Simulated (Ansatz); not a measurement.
## Evanescent states of GeO$_{2}$ (P3_221, 9 atoms a cell, 13.5 Å³ an atom) along the normal of (100)

Calculation: r2SCAN (plane waves, PAW; Ansatz, a program for electronic structure).

The gap is the functional's own. No spin-orbit coupling. Mid-gap values are those at the computed energy nearest the middle.

Energies count from the valence-band top; κ is the least over a 6×6 mesh across the current.

```tsv
E (eV)	κ (1/Å)	where
0.10	0.208	Γ
0.30	0.255	Γ
0.50	0.286	Γ
0.70	0.308	Γ
0.90	0.324	Γ
1.10	0.337	Γ
1.30	0.346	Γ
1.50	0.351	Γ
1.70	0.354	Γ
1.90	0.355	Γ
2.10	0.352	Γ
2.30	0.347	Γ
2.50	0.340	Γ
2.70	0.329	Γ
2.90	0.316	Γ
3.10	0.299	Γ
3.30	0.277	Γ
3.50	0.250	Γ
3.70	0.215	Γ
3.90	0.167	Γ
4.10	0.087	Γ
```

Problem. How thick must the barrier be to attenuate the transmission by 10^4 when the electrodes' Fermi level lies at 3.50 eV, and what attenuation does that film give at 1.30 eV?

Solution. d = 4 ln 10 / (2 × 0.250) = 18.4 Å. At 1.30 eV it gives 4 × 0.346/0.250 = 5.5 decades.
